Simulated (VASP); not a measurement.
# TiAl (Pm-3m) in VASP: further runs

One crystal, TiAl, is run at these levels: PBEsol, r2SCAN; tasks: single point.

Program: VASP 6.6.1. These are calculated values, not measurements. Logs are shortened: lines on timing, memory, paths and dates and some standing lists are left out, and cuts for length are marked.

### 1 Starting point

It takes space group Pm-3m (No. 221, cubic). The conventional cell has a = 3.156 Å, b = 3.156 Å, c = 3.156 Å, α = 90.00°, β = 90.00°, γ = 90.00°. Ti (site symmetry m-3m) has 8 Al at 2.73 Å as nearest neighbours. Al (site symmetry m-3m) has 8 Ti at 2.73 Å as nearest neighbours.

The cell comes from a database or a generator and needn't be the stable form of this composition.

### 2 Single point, PBEsol

The input, INCAR:

```
SYSTEM = TiAl
PREC = Accurate ; ENCUT = 700
EDIFF = 1E-6 ; ISMEAR = 0
SIGMA = 0.1 ; LREAL = .False.
LASPH = .True. ; NELM = 80
ALGO = Normal ; ISIF = 2
LWAVE = .False. ; LCHARG = .False.
GGA = PS ; NBANDS = 14
```

The input, KPOINTS:

```
Automatic mesh
0
Gamma
  14 14 14
  0 0 0
```

The input, POSCAR:

```
TiAl
1.0
    3.1564500000      0.0000000000      0.0000000000
    0.0000000000      3.1564500000      0.0000000000
    0.0000000000      0.0000000000      3.1564500000
Ti Al
1 1
Direct
    0.0000000000      0.0000000000      0.0000000000
    0.5000000000      0.5000000000      0.5000000000
```

Potentials or basis: VASP PAW PBE potentials, release 64 (Ti_sv, Al).

Launch:

```console
$ cat potpaw_PBE.64/Ti_sv/POTCAR potpaw_PBE.64/Al/POTCAR > POTCAR
$ mpirun -np 1 vasp_std > vasp.out
```

OUTCAR:

```text
SYSTEM = TiAl
   PREC = Accurate
   ENCUT = 700
   EDIFF = 1E-6
   ISMEAR = 0
   LREAL = .False.
   LASPH = .True.
   NELM = 80
   ISIF = 2
   GGA = PS

 ion  position               nearest neighbor table
   1  0.000  0.000  0.000-   2 2.73   2 2.73   2 2.73   2 2.73   2 2.73   2 2.73   2 2.73   2 2.73

   2  0.500  0.500  0.500-   1 2.73   1 2.73   1 2.73   1 2.73   1 2.73   1 2.73   1 2.73   1 2.73

  LATTYP: Found a simple cubic cell.
 ALAT       =     3.1564500000

  Lattice vectors:

 A1 = (   3.1564500000,   0.0000000000,   0.0000000000)
 A2 = (   0.0000000000,   3.1564500000,   0.0000000000)
 A3 = (   0.0000000000,   0.0000000000,   3.1564500000)

Analysis of symmetry for initial positions (statically):
=====================================================================
 Subroutine PRICEL returns:
 Original cell was already a primitive cell.

 Routine SETGRP: Setting up the symmetry group for a
 simple cubic supercell.

 Subroutine GETGRP returns: Found 48 space group operations
 (whereof 48 operations were pure point group operations)
 out of a pool of 48 trial point group operations.

The static configuration has the point symmetry O_h .

Analysis of symmetry for dynamics (positions and initial velocities):
=====================================================================
 Subroutine PRICEL returns:
 Original cell was already a primitive cell.

 Routine SETGRP: Setting up the symmetry group for a
 simple cubic supercell.

 Subroutine GETGRP returns: Found 48 space group operations
 (whereof 48 operations were pure point group operations)
 out of a pool of 48 trial point group operations.

The dynamic configuration has the point symmetry O_h .

 Subroutine INISYM returns: Found 48 space group operations
 (whereof 48 operations are pure point group operations),
 and found     1 'primitive' translations

----------------------------------------------------------------------------------------

                                     Primitive cell

  volume of cell :      31.4483

  direct lattice vectors                    reciprocal lattice vectors
     3.156450000  0.000000000  0.000000000     0.316811608  0.000000000  0.000000000
     0.000000000  3.156450000  0.000000000     0.000000000  0.316811608  0.000000000
     0.000000000  0.000000000  3.156450000     0.000000000  0.000000000  0.316811608

  length of vectors
     3.156450000  3.156450000  3.156450000     0.316811608  0.316811608  0.316811608

  position of ions in fractional coordinates (direct lattice)
     0.000000000  0.000000000  0.000000000
     0.500000000  0.500000000  0.500000000

  ion indices of the primitive-cell ions
   primitive index   ion index
                 1           1
                 2           2

----------------------------------------------------------------------------------------

 KPOINTS: Automatic mesh

Automatic generation of k-mesh.
 Grid dimensions read from file:
 generate k-points for:   14   14   14

 Generating k-lattice:

  Cartesian coordinates                     Fractional coordinates (reciprocal lattice)
     0.022629401  0.000000000  0.000000000     0.071428571  0.000000000  0.000000000
     0.000000000  0.022629401  0.000000000     0.000000000  0.071428571  0.000000000
     0.000000000  0.000000000  0.022629401     0.000000000  0.000000000  0.071428571

  Length of vectors
     0.022629401  0.022629401  0.022629401

  Shift w.r.t. Gamma in fractional coordinates (k-lattice)
     0.000000000  0.000000000  0.000000000

 Subroutine IBZKPT returns following result:
 ===========================================

 Found    120 irreducible k-points:

 Following reciprocal coordinates:
            Coordinates               Weight
  0.000000  0.000000  0.000000      1.000000
  0.071429  0.000000  0.000000      6.000000
  0.142857  0.000000  0.000000      6.000000
  0.214286  0.000000  0.000000      6.000000
  0.285714  0.000000  0.000000      6.000000
  0.357143  0.000000  0.000000      6.000000
[... 16 lines left out ...]
  0.285714  0.214286  0.000000     24.000000
  0.357143  0.214286  0.000000     24.000000
 [... further k-points ...]
   k-points           NKPTS =    120   k-points in BZ     NKDIM =    120   number of bands    NBANDS=     14
   number of dos      NEDOS =    301   number of ions     NIONS =      2
   total plane-waves  NPLWV =  21952
   dimension x,y,z NGX =    28 NGY =   28 NGZ =   28
   dimension x,y,z NGXF=    56 NGYF=   56 NGZF=   56
   ions per type =               1   1
   NGX,Y,Z   is equivalent  to a cutoff of  14.75, 14.75, 14.75 a.u.
   NGXF,Y,Z  is equivalent  to a cutoff of  29.49, 29.49, 29.49 a.u.
 SYSTEM =  TiAl
   PREC   = accura    normal or accurate (medium, high low for compatibility)
   ISTART =      0    job   : 0-new  1-cont  2-samecut
   ICHARG =      2    charge: 1-file 2-atom 10-const
   ISPIN  =      1    spin polarized calculation?
   LNONCOLLINEAR =      F non collinear calculations
   LSORBIT =      F    spin-orbit coupling
   LASPH  =      T    aspherical Exc in radial PAW
   ENCUT  =  700.0 eV  51.45 Ry    7.17 a.u.   6.81  6.81  6.81*2*pi/ulx,y,z
   NELM   =     80;   NELMIN=  2; NELMDL= -5     # of ELM steps
   EDIFF  = 0.1E-05   stopping-criterion for ELM
   LREAL  =      F    real-space projection
   EDIFFG = 0.1E-04   stopping-criterion for IOM
   NSW    =      0    number of steps for IOM
   IBRION =     -1    ionic relax: 0-MD 1-quasi-New 2-CG
   NFREE  =      0    steps in history (QN), initial steepest desc. (CG)
   ISIF   =      2    stress and relaxation
   ISYM   =      2    0-nonsym 1-usesym 2-fastsym
   POTIM  = 0.5000    time-step for ionic-motion
   TEBEG  =    0.0;   TEEND  =   0.0 temperature during run
   PSTRESS=    0.0 pullay stress
   NELECT =      15.0000    total number of electrons
   NUPDOWN=      -1.0000    fix difference up-down
   EMIN   =  10.00;   EMAX   =-10.00  energy-range for DOS
   EFERMI =   0.00;   METHOD = LEGACY
   ISMEAR =     0;   SIGMA  =   0.10  broadening in eV -4-tet -1-fermi 0-gaus
   EFERMI_NEDOS =   21; number of points for ismear=-14 and -15
   IALGO  =     38    algorithm
   IMIX   =      4    mixing-type and parameters
     AMIX     =   0.40;   BMIX     =  1.00
     AMIX_MAG =   1.60;   BMIX_MAG =  1.00
  volume/ion in A,a.u.               =      15.72       106.11
  Fermi-wavevector in a.u.,A,eV,Ry     =   1.279105  2.417159 22.260637  1.636111
  Thomas-Fermi vector in A             =   2.411610
   LORBIT       =      0    0 simple, 1 ext, 2 COOP (PROOUT), +10 PAW based schemes
   GGA     = PS    functional components
   LHFCALC =     F    Hartree Fock is set to
   AEXX    =    0.0000 exact exchange contribution
   IVDW    =     0    specifies the selected vdW correction
   LEPSILON=     F    determine dielectric tensor
   LRPA    =     F    only Hartree local field effects (RPA)
 non-spin polarized calculation
 Gauss-broadening in eV      SIGMA  =   0.10
  energy-cutoff  :      700.00
  volume of cell :       31.45
 maximum number of plane-waves:      1357
 NGX is ok and might be reduce to    28
   NGX = 13   NGY = 13   NGZ = 13

 number of electron      15.0000003 magnetization

 Free energy of the ion-electron system (eV)
  ---------------------------------------------------
  ext. energy  EPLUGINS =         0.00000000
  ---------------------------------------------------
  free energy    TOTEN  =       -12.97550750 eV

  energy without entropy =      -12.96344939  energy(sigma->0) =      -12.96947844

 E-fermi :   8.9080     XC(G=0): -11.2826

 val. band max:        8.8871528081   @ k =   0.3571   0.2857   0.1429
 cond. band min:       8.9114400219   @ k =   0.2857   0.2857   0.0000
 fundamental gap:      0.0242872138
 Fermi energy:         8.9080377824

 k-point     1 :       0.0000    0.0000    0.0000
  band No.  band energies     occupation
      1     -47.7162      2.00000
      2     -24.0167      2.00000
      3     -24.0167      2.00000
      4     -24.0167      2.00000
      5      -0.4490      2.00000
      6       7.4174      2.00000
      7       7.4174      2.00000
      8      10.7413      0.00000
      9      10.7413      0.00000
     10      10.7413      0.00000
     11      13.4251      0.00000
     12      13.4251      0.00000
     13      13.4251      0.00000
     14      17.8711      0.00000

 k-point     2 :       0.0714    0.0000    0.0000
  band No.  band energies     occupation
      1     -47.7154      2.00000
      2     -24.0261      2.00000
      3     -24.0159      2.00000
      4     -24.0159      2.00000
      5      -0.3659      2.00000
      6       7.3779      2.00000
      7       7.4551      2.00000
      8      10.5947      0.00000
      9      10.5947      0.00000
     10      10.7515      0.00000
     11      13.0760      0.00000
     12      13.6314      0.00000
     13      13.6314      0.00000
     14      17.7554      0.00000

 k-point     3 :       0.1429    0.0000    0.0000
  band No.  band energies     occupation
      1     -47.7131      2.00000
      2     -24.0525      2.00000
      3     -24.0136      2.00000
      4     -24.0136      2.00000
      5      -0.1190      2.00000
      6       7.2119      2.00000
      7       7.5640      2.00000
      8      10.2574      0.00000
      9      10.2574      0.00000
     10      10.7802      0.00000
     11      12.4002      0.00000
     12      14.1506      0.00000
     13      14.1506      0.00000
     14      17.4290      0.00000
[... 324 lines left out ...]
 k-point    23 :       0.2857    0.2143    0.0000
  band No.  band energies     occupation
      1     -47.6996      2.00000
      2     -24.1235      2.00000
      3     -24.0776      2.00000
      4     -24.0001      2.00000
      5       1.4758      2.00000
      6       6.5241      2.00000
      7       7.4345      2.00000
      8       8.9921      0.23456
      9       9.6614      0.00000
     10      10.2437      0.00000
     11      12.0621      0.00000
     12      13.6082      0.00000
     13      16.6094      0.00000
     14      17.0128      0.00000

 k-point    24 :       0.3571    0.2143    0.0000
  band No.  band energies     occupation
      1     -47.6963      2.00000
      2     -24.1601      2.00000
      3     -24.0735      2.00000
      4     -23.9967      2.00000
      5       2.0892      2.00000
      6       5.7045      2.00000
      7       7.7133      2.00000
      8       8.8477      1.60680
      9       9.4454      0.00000
     10      10.2866      0.00000
     11      11.9208      0.00000
     12      14.0840      0.00000
     13      16.5312      0.00000
     14      17.2760      0.00000

 [... further k-points ...]

------------------------ aborting loop because EDIFF is reached ----------------------------------------

  FORCE on cell =-STRESS in cart. coord.  units (eV):
  Direction    XX          YY          ZZ          XY          YZ          ZX
  --------------------------------------------------------------------------------------
  -------------------------------------------------------------------------------------
  Total       -0.0094281     -0.0094281     -0.0094281     -0.0000000      0.0000000      0.0000000
  in kB       -0.4803276     -0.4803276     -0.4803276     -0.0000000      0.0000000      0.0000000
  external PRESSURE =      -0.4803276 kB  Pullay stress =       0.0000000 kB

 VOLUME and BASIS-vectors are now :
 -----------------------------------------------------------------------------
  energy-cutoff  :      700.00
  volume of cell :       31.45
      direct lattice vectors                 reciprocal lattice vectors
     3.156450000  0.000000000  0.000000000     0.316811608  0.000000000  0.000000000
     0.000000000  3.156450000  0.000000000     0.000000000  0.316811608  0.000000000
     0.000000000  0.000000000  3.156450000     0.000000000  0.000000000  0.316811608

 POSITION                                       TOTAL-FORCE (eV/Angst)
 -----------------------------------------------------------------------------------
      0.00000      0.00000      0.00000         0.000000      0.000000      0.000000
      1.57822      1.57822      1.57822         0.000000      0.000000      0.000000
 -----------------------------------------------------------------------------------
    total drift:                               -0.000000     -0.000000     -0.000000

  FREE ENERGIE OF THE ION-ELECTRON SYSTEM (eV)
  ---------------------------------------------------
  free  energy   TOTEN  =       -12.9755074950 eV

  energy  without entropy=      -12.9634493916  energy(sigma->0) =      -12.96947844
```

Run time: 21 s. Hardware: 1 thread of Intel Xeon 6975P-C (Granite Rapids), shared host; peak memory 0.22 GiB.

Results:

```yaml
Free_energy: -12.9755 eV
Pressure: 0.0 GPa
Band_gap_on_the_k_mesh: none (metal or under the smearing width)
```

Caveat: the PAW data sets were made with another functional, which shifts forces and pressure a little.

### 3 Single point, PBEsol

INCAR, as its differences from that of step 2:

```diff
@@ -1,3 +1,3 @@
 SYSTEM = TiAl
-PREC = Accurate ; ENCUT = 700
+PREC = Accurate ; ENCUT = 520
 EDIFF = 1E-6 ; ISMEAR = 0
```

The input, KPOINTS:

```
Automatic mesh
0
Gamma
  20 20 20
  0 0 0
```

POSCAR is that of step 2.

Potentials or basis: VASP PAW PBE potentials, release 64 (Ti_sv, Al).

Launch:

```console
$ cat potpaw_PBE.64/Ti_sv/POTCAR potpaw_PBE.64/Al/POTCAR > POTCAR
$ mpirun -np 1 vasp_std > vasp.out
```

It took 23 s on 1 thread of Intel Xeon 6975P-C (Granite Rapids), shared host; peak memory 0.24 GiB.

It converged, with:

```yaml
Free_energy: -12.9732 eV
Pressure: 0.0 GPa
Band_gap_on_the_k_mesh: none (metal or under the smearing width)
```

Levels at points of the mesh, in eV from the Fermi level:
```tsv
k point	band 3	band 4	band 5	band 6	band 7	band 8	band 9	band 10	band 11	band 12
(0.00, 0.00, 0.00)	-32.92	-32.92	-9.35	-1.49	-1.49	1.84	1.84	1.84	4.52	4.52
(0.50, 0.00, 0.00)	-32.90	-32.90	-6.04	-5.25	-0.57	0.14	0.14	2.05	3.10	6.56
(0.50, 0.50, 0.00)	-33.08	-32.89	-5.06	-2.09	-2.09	-1.50	0.70	0.70	2.83	4.83
(0.50, 0.50, 0.50)	-33.06	-33.06	-3.16	-3.16	-3.16	0.78	2.90	2.90	2.97	2.97
```

Caveat: the PAW data sets were made with another functional, which shifts forces and pressure a little.

[end of part 1 of 2]
